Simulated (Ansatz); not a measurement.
Given:

GeO$_{2}$:
Space group P4₂/mnm (No. 136); a = 4.4125 Å, b = 4.4125 Å, c = 2.8707 Å, α = 90.00°, β = 90.00°, γ = 90.00°

| atom | site | symmetry | x | y | z |
|---|---|---|---|---|---|
| Ge | 2a | m.mm | 0.0000 | 0.0000 | 0.0000 |
| O | 4f | m.2m | 0.3060 | 0.3060 | 0.0000 |

This is the r²SCAN-relaxed structure.

Question: All from plane-wave PAW r²SCAN (Ansatz code), unless another level is named. Predict the electron effective mass with spin–orbit coupling.

Answer: 0.23, 0.28, 0.28 mₑ (principal values).

Question: Next, the hole effective mass with spin–orbit coupling?

Answer: 1.1, 1.1, 1.7 mₑ (principal values).

Question: Predict the gap with spin–orbit coupling.

Answer: 2.50 eV.

Question: Next, the formation energy from the elements (no fitted shifts)?

Answer: -1.78 eV/atom.

Space group P4_2/mnm (rutile). The cell was relaxed with r²SCAN under the symmetry of its start; of distortions, only those at the zone centre were tested. The references are the lowest solids computed at this level, not always the standard phases (solids in place of the gases). Scalar-relativistic: spin–orbit coupling is off unless named, which matters more the heavier the elements.

Potentials: the earlier of the program's two PAW sets.
